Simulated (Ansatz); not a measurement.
Take ZnTe in the zinc blende structure (space group F-43m, No. 216; a = 6.179 Å) as the base. Axes: x, y, z lie along the cube axes.

Level of theory: PBE/PAW in Ansatz (an electronic-structure program), no SOC.

Before the change:

| Quantity | Result |
|---|---|
| Electron mass | 0.077 mₑ (at Γ) |
| Band gap | 1.08 eV |

Modification: uniaxial strain ε_zz = +4.85 %, all other strain components held at zero, atoms relaxed at fixed cell.

Estimate the effect on the electron mass.

The electron mass becomes 0.068 mₑ along z, 0.064 mₑ across (at Γ) (base: 0.077 mₑ (at Γ)).

Predict the new stress.

The stress (xx, yy, zz, yz, xz, xy; compression positive) amounts to (-1.34, -1.34, -2.86, 0.00, 0.00, 0.00) GPa.

How does this affect the band gap?

The band gap shrinks by 0.281 eV, from 1.08 eV to 0.79 eV.

With Te present, leaving out spin-orbit coupling can change the band edges. Masses are band curvatures over ±0.01 Å⁻¹ around the edge. Whether these cells are dynamically stable was not tested.
